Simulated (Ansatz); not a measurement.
Set up this calculation in Ansatz 0.2.0, as the native input.

| Property | Result |
| --- | --- |
| Task | relaxation of cell and atoms |
| Functional | PBE0 |
| Potentials or basis | Ansatz PAW |
| Cutoff | 420 eV (not typed: the program's choice for these potentials) |
| k mesh | 8 × 8 × 8 |
| Occupations | fermi-dirac, width 0.05 eV |
| Spin | no spin polarisation |

Crystal: C.

```
C
1.0
     1.23319    0.71198    8.28262
    -1.23319    0.71198    8.28262
     0.00000   -1.42396    8.28262
C
4
Cartesian
  0.0000 0.0000 2.1661
  0.0000 0.0000 18.7315
  0.0000 0.0000 6.1163
  0.0000 0.0000 22.6818
```

This isn't the form of C at room conditions, which is graphite.

These files were run (other wordings do the same):

input

```
crystal:
  lattice:
    - [1.2331880975, 0.7119814801, 8.2826151019]
    - [-1.2331880975, 0.7119814801, 8.2826151019]
    - [0.0, -1.4239629601, 8.2826151019]
  atoms:
    - { symbol: C, position: [0.08717308, 0.08717308, 0.08717308] }
    - { symbol: C, position: [0.75385006, 0.75385006, 0.75385006] }
    - { symbol: C, position: [0.24614994, 0.24614994, 0.24614994] }
    - { symbol: C, position: [0.91282692, 0.91282692, 0.91282692] }
hamiltonian:
  xc: pbe0
  pseudopotentials: { kind: paw }
kpoints:
  mp_grid: { grid: [8, 8, 8] }
scf:
  occupations: { method: fermi_dirac, width: 0.05 }
output:
  forces: true
  stress: true
  eigenvalues: true
relax:
  f_tol: 0.01
  max_steps: 40
  cell: { stress_tol: 0.05 }
```

It gave:

- Relaxed volume: 10.89 Å³/atom
- Relaxed cell: a = 8.503 Å, b = 8.503 Å, c = 8.503 Å, α = 16.56°, β = 16.56°, γ = 16.56°
- Space group after relaxing (to 0.05 Å): R-3m (No. 166)
- Energy gained by relaxing: 4.3 meV/atom
- Ionic steps: 9
- Pressure after relaxing: 0.0 GPa
- Band gap on the k mesh: 2.84 eV, indirect (least direct gap 2.85 eV)

Caveat: the plane-wave basis is chosen anew once the cell has moved, so the energies of steps on either side of that aren't comparable; the pressure holds a Pulay correction of +0.4 GPa for the finite cutoff; the PAW data sets come from PBE, with cores solved anew for the run's functional, which leaves a small shift of forces and pressure.

Run time: 5 min on 1 × NVIDIA H100 80GB HBM3 with 2 threads of AMD EPYC 7R13 Processor (Zen 3), on a shared host, peak memory 3.2 GiB.
